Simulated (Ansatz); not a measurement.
## Bands of La₂O₃

```
La O
1.0
     3.93000    0.00000    0.00000
    -1.96500    3.40348    0.00000
     0.00000    0.00000    6.12000
La O
2 3
Direct
  0.33333 0.66667 0.25000
  0.66667 0.33333 0.75000
  0.25000 0.25000 0.00000
  0.75000 0.00000 0.00000
  0.00000 0.75000 0.00000
```

Atom numbers follow the list: La1, La2, O3, O4, O5.

The conventional cell has a = 3.930 Å, b = 3.930 Å, c = 6.120 Å, α = 90.00°, β = 90.00°, γ = 120.00°. Around La (atom 1) lie 3 O at 2.14 Å. O (atom 3) is surrounded by 2 O at 1.70 Å.

The cell comes from COD entry 1010278, which wasn't checked; take it as a given geometry. It is an old determination, and later ones may differ.

No spin–orbit coupling, which matters for the heavy atoms here.

The calculation used DFT, PBE, all-electron LAPW, scalar-relativistic (Ansatz 0.2.0).

Sampling and basis: a Γ-centred 6×6×4 k mesh, Fermi–Dirac smearing of 0.02 eV, basis error target 1 meV/atom, no spin polarisation; the mesh is coarse along some axis.

Points in fractions of the reciprocal vectors of this cell: Γ (0, 0, 0), M (0.5, 0, 0), K (0.333, 0.333, 0), A (0, 0, 0.5), L (0.5, 0, 0.5), H (0.333, 0.333, 0.5). The path joins them by straight lines in the order Γ–M–K–Γ–A–L–H–A–L; legs that retrace an earlier one aren't tabulated. Energies are in eV from the Fermi level.

Q: Is there a gap?

A: none: bands cross the Fermi level, a metal.

Q: List the levels between -5 and 2.5 eV at the symmetry points.

A: 
Γ: -4.34 (×2), -2.19, -1.32, 0.79, 0.89 (×2), 1.75 (×2), 2.36 (×2), 2.43
M: -3.65, -3.38, -1.81, -1.06, -0.66, -0.04, 0.95, 1.16, 2.26, 2.31
K: -3.63 (×2), -1.17, -0.58 (×2), -0.09, 1.22 (×2), 2.35
A: -4.27 (×2), -2.66, -0.74, -0.29, 0.92 (×2), 2.00 (×2), 2.15 (×2), 2.34
L: -3.77, -3.21, -1.65, -1.39, -0.46, -0.10, 0.58, 1.07, 2.27
H: -3.39 (×2), -1.51, -0.86 (×2), 0.13, 1.14 (×2), 2.45 (×2)
